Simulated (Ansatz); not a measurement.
## How far is this Li₂H from the hull?

Method: DFT PBE, scalar-relativistic, plane waves, PAW in Ansatz 0.2.0. Settings: cutoff 420 eV, Γ-centred meshes spaced at most about 0.3 Å⁻¹, and about 0.25 Å⁻¹ or finer for metals (2π included), Gaussian smearing. No spin polarisation.

The zero of energy is the elements' standard structures at the same level (H₂ as a molecule); no fitted shifts are applied.

All energies are static (0 K, no zero-point motion). With hydrogen, zero-point motion can shift formation energies by some tens of meV/atom.

The competitors are the elements and 1 reference phase of this chemical system (from databases or known types: LiH), relaxed at the same level; other known phases may be missing.

The candidate was reached from: ordered vacancies on the anion sites of nickel arsenide.

```
Li H
1.0
     2.79793    0.00000    0.00000
    -1.39897    2.42308    0.00000
     0.00000    0.00000    5.21044
Li H
2 1
Direct
  0.66667 0.33333 0.76037
  0.66667 0.33333 0.23963
  0.00000 0.00000 0.00000
```

The lowest competing mixture at this composition:

```
phase      space group         source  share of atoms  ΔE_f (eV/atom)
   Li                -        element          0.3333         -0.0036
  LiH  Fm-3m (No. 225)  textbook type          0.6667          -0.417
```

The lowest database cell of Li (-0.0036) lies slightly below the reference, hence the non-zero entry.

Question: What are the hull's energy here, the candidate's formation energy and its margin?

Answer: The hull lies at -0.279 eV/atom, the weighted sum of the last column. The candidate has -0.180 eV/atom, which is 99 meV/atom above it. The candidate matches no cell in the subsets of the Crystallography Open Database and the Materials Project at hand. It is metastable at best. Shaken at random and relaxed again it fell by 16 meV/atom, so it probably isn't a firm minimum.
